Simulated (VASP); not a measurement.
A run of VASP 6.6.1 is set up as follows.

INCAR

```
  PREC = Accurate
  ENCUT = 520
  EDIFF = 1E-6
  ISMEAR = 0
  SIGMA = 0.011
  LREAL = F
  LASPH = T
  NELM = 100
  ALGO = Normal
  ISIF = 2
  LWAVE = F
  LCHARG = T
  GGA = PE
  LELF = T
  LVHAR = T
```

File KPOINTS:

```
regular mesh
0
Gamma
  11 11 11
```

POSCAR

```
Ag
1.0
    0.0000000000      2.0427500000      2.0427500000
    2.0427500000      0.0000000000      2.0427500000
    2.0427500000      2.0427500000      0.0000000000
Ag
1
Direct
    0.0000000000      0.0000000000      0.0000000000
```

Potentials or basis: VASP PAW PBE potentials, release 64 (Ag).

Command:

```console
$ cat potpaw_PBE.64/Ag/POTCAR > POTCAR
$ mpirun -np 1 vasp_std > vasp.out
```

Problem. Estimate the pressure.

Solution. 4.1 GPa.

Problem. Predict the band gap on the k mesh.

Solution. None (metal or under the smearing width).
